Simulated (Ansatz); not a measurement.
# Relaxing PbO2 in the CdI2 type

First guess:

```xyz
3
Lattice="3.2750 0.0000 0.0000 -1.6375 2.8362 0.0000 0.0000 0.0000 5.2400" Properties=species:S:1:pos:R:3 pbc="T T T"
Pb    0.0000    0.0000    0.0000
O     0.0000    1.8908    1.3100
O     1.6375    0.9454    3.9300
```

Level of theory: Ansatz 0.2.0, DFT, PBE, PAW with Ansatz's default frozen-core files, scalar-relativistic.

Cell and atoms relax within the symmetry of the start on a 14×14×8 k mesh with 0.05 eV Fermi–Dirac smearing.

The start is built from a prototype, known or not as a phase of this compound; the cutoff is 420 eV.

Spin–orbit coupling is left out, though it moves levels of the heavy atoms by tenths of an eV or more.

Task: What is the pressure of the first guess?

Result: -2.62 GPa.

Task: What does it relax to?

Result: a = 3.416 Å, b = 3.416 Å, c = 5.315 Å, α = 90.00°, β = 90.00°, γ = 120.00° (conventional cell), 17.90 Å³ per atom:
```
CELL_PARAMETERS angstrom
3.41561 0.00000 0.00000
-1.70781 2.95801 0.00000
0.00000 0.00000 5.31488
ATOMIC_POSITIONS crystal
Pb 0.00000 0.00000 0.00000
O 0.33333 0.66667 0.19965
O 0.66667 0.33333 0.80035
```

Task: How much energy does the relaxation release?

Result: 163 meV/atom.
